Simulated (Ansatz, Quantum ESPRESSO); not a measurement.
K: changing the dispersion correction

The cell as given:

It takes space group Im-3m (No. 229, cubic). Conventional cell: a = 5.395 Å, b = 5.395 Å, c = 5.395 Å, α = 90.00°, β = 90.00°, γ = 90.00°.

Kept alike: task relaxation of cell and atoms; functional revPBE; k mesh 7 × 7 × 7; occupations fermi-dirac, width 0.05 eV; no spin polarisation. Program: Ansatz, all-electron LAPW, scalar-relativistic. The mesh is that of the run's cell of 1 atom. No spin-orbit coupling.

```csv
dispersion correction,volume (Å³/atom)
D3(BJ),70.949
D4,75.260
none,78.519
```

Stopped at the starting cell, within the stress tolerance: none. The relaxations keep at least the cell's symmetry (Im-3m). For a metal such a mesh leaves the last digits unconverged. Relaxations stop with a little pressure left, so the last digits of a volume or edge aren't settled.

The volume runs from 70.949 (D3(BJ)) to 78.519 Å³/atom (none). Against no correction: D3(BJ) -9.6 %; D4 -4.2 %. Dispersion terms mostly attract and so lower the volume; the schemes' coefficients and damping set how far. A twin series (Quantum ESPRESSO, PseudoDojo 0.4.1 SR PBE standard) moves it by +8.2471 between D3(BJ) and none, against +7.5701 Å³/atom here.
